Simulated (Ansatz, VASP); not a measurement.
## Pd: VASP beside Ansatz

```
Pd
1.0
     0.00000    1.97049    1.97049
     1.97049    0.00000    1.97049
     1.97049    1.97049    0.00000
Pd
1
Cartesian
  0.0000 0.0000 0.0000
```

Change from the starting cell: volume scaled by 1.04, PAW files.

Alike in both runs: task electric field gradients; functional PBEsol; k mesh 18 × 18 × 18; occupations fermi-dirac, width 0.05 eV; no spin polarisation.

|  | VASP | Ansatz |
| --- | --- | --- |
| version | VASP 6.6.1 | Ansatz 0.2.0 |
| potentials or method | VASP PAW PBE potentials, release 64 (Pd) | PAW with Ansatz's default frozen-core files, scalar-relativistic |
| plane-wave cutoff (eV) | 520 | 420 |
| valence electrons in the cell | 10 | 18 |

|  | VASP | Ansatz | Ansatz less VASP |
| --- | --- | --- | --- |
| pressure (GPa) | -9.2 | -9.0 | +0.27 |
| Vzz of the field gradient on the site that differs most (V/Å²) | 0.0 | 0.0 | 0.00 |

The two sets of potentials don't hold the same shells in valence. Ansatz warned: «gradients_without_spin_orbit».

Caveats: the PAW data sets were made with another functional, which shifts forces and pressure a little (VASP).
